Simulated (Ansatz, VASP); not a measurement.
# CO2: VASP beside Ansatz

```
C O
1.0
    -1.95903    1.95903    2.96809
     1.95903   -1.95903    2.96809
     1.95903    1.95903   -2.96809
C O
2 4
Direct
  0.00000 0.00000 0.00000
  0.75000 0.25000 0.50000
  0.37500 0.29226 0.41726
  0.70774 0.12500 0.08274
  0.87500 0.95774 0.58274
  0.04226 0.62500 0.91726
```

Alike in both runs: functional PBEsol; k mesh 8 × 8 × 8; occupations gaussian, width 0.02 eV; no spin polarisation.

Ansatz relaxed the structure, and its values are those at the end. VASP's run is a single point on that final structure, the one shown.

|  | VASP | Ansatz |
| --- | --- | --- |
| version | VASP 6.6.1 | Ansatz 0.2.0 |
| potentials or method | VASP PAW PBE potentials, release 64 (C, O) | scalar-relativistic, plane waves, PAW |
| plane-wave cutoff (eV) | 520 | 420 |
| valence electrons in the cell | 32 | 32 |

```tsv
	VASP	Ansatz	Ansatz less VASP
gap on the k mesh at the Fermi level (eV)	7.58	7.65	+0.072
least direct gap on the mesh (eV)	8.02	8.07	+0.044
pressure (GPa)	1.7	0.0	-1.75
rms of the force components (eV/Å)	0.046	0.000	-0.0461
```

Caveats: the PAW data sets were made with another functional, which shifts forces and pressure a little (VASP). Expect the measured gap to be larger: semilocal functionals such as PBEsol lack the derivative discontinuity. A k mesh can miss the band edges.
